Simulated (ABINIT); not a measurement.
Crystal: HfC.

```
Hf C
1.0
     0.00000    2.32500    2.32500
     2.32500    0.00000    2.32500
     2.32500    2.32500    0.00000
Hf C
1 1
Cartesian
  2.3250 2.3250 2.3250
  0.0000 0.0000 0.0000
```

Base run:

```yaml
Program: ABINIT 10.8.3 (patched build)
Functional: RPBE
Potentials_or_basis: JTH PAW PBE v2.0
Cutoff: 517 eV
k_mesh: 10 × 10 × 10
Occupations: fermi-dirac, width 0.05 eV
Spin: spin-orbit coupling, no magnetisation
```

Its results: band gap on the k mesh none (metal or under the smearing width); pressure 3.7 GPa.

The run is repeated on the same cell with these changes: functional from RPBE to PBEsol. What comes out?

Band gap on the k mesh none (metal or under the smearing width); pressure -6.7 GPa.

PBEsol binds more tightly than RPBE, so the same cell stands under less pressure.

Caveats: the PAW data sets were made with another functional, which shifts forces and pressure a little.
